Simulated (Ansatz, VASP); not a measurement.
## WC in VASP and in Ansatz

```xyz
2
Lattice="0.0000 2.1479 2.1479 2.1479 0.0000 2.1479 2.1479 2.1479 0.0000" Properties=species:S:1:pos:R:3 pbc="T T T"
W     0.0000    0.0000    0.0000
C     2.1479    2.1479    2.1479
```

Change from the starting cell: volume scaled by 0.94.

Alike in both runs: task single point; functional PBEsol; k mesh 10 × 10 × 10; occupations fermi-dirac, width 0.05 eV; no spin polarisation.

```csv
,VASP,Ansatz
version,VASP 6.6.1,Ansatz 0.2.0
potentials or method,"VASP PAW PBE potentials, release 64 (W_sv, C), cutoff 520 eV","all-electron LAPW, scalar-relativistic"
```

VASP gave:

```
gap on the k mesh at the Fermi level (eV) : none
pressure (GPa)                            : 15.6
```

What did Ansatz give for the same quantities?

gap on the k mesh at the Fermi level (eV): none; pressure (GPa): 14.2.

A gap of «none» marks a metal or a gap that the smearing closes. Ansatz ran all-electron here, so the differences hold the error of VASP's frozen core and of both bases.

Caveats: so large a pressure means that the cell lies far from this level's equilibrium, or that cutoff or potentials fall short (VASP); the potentials were made for another functional, which shifts forces and pressure (VASP). Spin-orbit coupling is left out, which matters for the levels of W.
